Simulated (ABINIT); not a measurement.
Crystal: TaN.

```xyz
2
Lattice="0.0000 2.2113 2.2113 2.2113 0.0000 2.2113 2.2113 2.2113 0.0000" Properties=species:S:1:pos:R:3 pbc="T T T"
Ta    2.2113    2.2113    2.2113
N     0.0000    0.0000    0.0000
```

The cell comes from a database or a generator and needn't be the stable form of this composition.

```yaml
Program: ABINIT 10.8.3 (patched build)
Task: single point
Functional: PBEsol
Potentials_or_basis: PseudoDojo NC SR PBEsol v0.4.1 standard
Cutoff: 1143 eV
k_mesh: 10 × 10 × 10
Occupations: fermi-dirac, width 0.05 eV
Spin: no spin polarisation
```

On this cell: pressure -11.1 GPa; largest force zero by symmetry; band gap on the k mesh none (metal or under the smearing width).

The same run follows on a disturbed copy (atoms moved at random, drawn with an rms of 0.05 Å):

```
Ta N
1.0
     0.00000    2.21132    2.21132
     2.21132    0.00000    2.21132
     2.21132    2.21132    0.00000
Ta N
1 1
Direct
  0.51353 0.48421 0.52898
  0.98710 0.98530 0.01570
```

**Question.** What changes?

**Answer.** The energy (extrapolated to zero smearing) moves by +19.3 meV/atom; pressure -9.3 GPa; largest force 0.770 eV/Å; band gap on the k mesh none (metal or under the smearing width).

Forces on the atoms (eV/Å):
```
Ta  -0.191 -0.625 -0.407
N    0.191  0.625  0.407
```

Stress tensor (GPa, compression positive):
```
-10.45  -0.16  -0.06
 -0.16  -7.98  -0.26
 -0.06  -0.26  -9.57
```

Caveats: the highest band is partly filled, so the run has too few bands.
